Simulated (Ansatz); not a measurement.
Bulk crystal (PbO) after relaxation:

```cif
data_structure
_symmetry_space_group_name_H-M 'P 1'
_symmetry_Int_Tables_number 1
_cell_length_a 3.9880
_cell_length_b 3.9880
_cell_length_c 5.0753
_cell_angle_alpha 90.000
_cell_angle_beta 90.000
_cell_angle_gamma 90.000
_cell_volume 80.72
loop_
_atom_site_label
_atom_site_type_symbol
_atom_site_fract_x
_atom_site_fract_y
_atom_site_fract_z
_atom_site_occupancy
Pb1 Pb 0.50000 0.00000 0.23334 1
Pb2 Pb 0.00000 0.50000 0.76666 1
O1 O 0.00000 0.00000 0.00000 1
O2 O 0.50000 0.50000 0.00000 1
```

Miller indices refer to the conventional cell of P4/nmm (No. 129), a = 3.988 Å, b = 3.988 Å, c = 5.075 Å, α = 90.00°, β = 90.00°, γ = 90.00°. The bulk's gap is 1.23 eV.

Consider the (001) slab of 6 planes, 7.4 Å thick with 15 Å of vacuum as cut; outer planes Pb (top) and Pb (bottom), all atoms relaxed.

All numbers below come from Ansatz 0.2.0, DFT PBEsol, scalar-relativistic, plane waves, PAW. Plane waves to 420 eV, a k mesh through Γ of 7×7×1 on the computed 8-atom cell and Gaussian smearing (0.05 eV); no spin polarisation. The cell repeats along c with a dipole correction in the vacuum.

The cut is weakly bound, and this functional has no dispersion correction.

(1) Give the surface energy (mean of both faces).

(2) Predict the gap of the slab on the mesh.

(3) The top two planes lie 1.184 Å apart in the bulk. How does relaxation change this?

Slabs this thin can still miss converged surface energies by a few hundredths of a J/m² and work functions by about a tenth of an eV.

Spin-orbit coupling is left out, which matters for the bands of heavy elements. An odd k mesh misses the midpoints of the zone's edges, so a slab's gap and band edges read on it can be off.

Answers

(1) 0.08 J/m².

(2) 2.15 eV.

(3) The spacing becomes 1.186 Å (+0.1 %).

Worked out: the slab's 8 atoms lie 0.162 eV above the same atoms in the bulk. Shared over two faces of 15.90 Å² this is 5.1 meV/Å², and 1 eV/Å² is 16.02 J/m², which gives 0.08 J/m². The cut crosses no short bond: it runs through the gap between layers; without a dispersion correction the cost comes out too low.

The low surface energy and the almost unchanged outer spacing, 1.186 Å against 1.184 Å in the bulk, both follow from the layered structure of litharge. Each Pb keeps its bonds to O within the layer, and its lone pair, formed by mixing of Pb 6s–O 2p antibonding states with Pb 6p, already points into the interlayer gap. Cleavage therefore exposes lone pairs rather than broken bonds, leaving little drive for the outer planes to relax.

The gap is wider in the slab, 2.15 eV against 1.23 eV in the bulk. Confinement and the loss of Pb–Pb coupling between layers, which broadens the band edges in the crystal, could account for this, but so could the k sampling, at least in part. The bulk value is too small for a red solid, as expected of a semilocal functional, so the slab's larger gap should not be taken as a better estimate for the crystal.
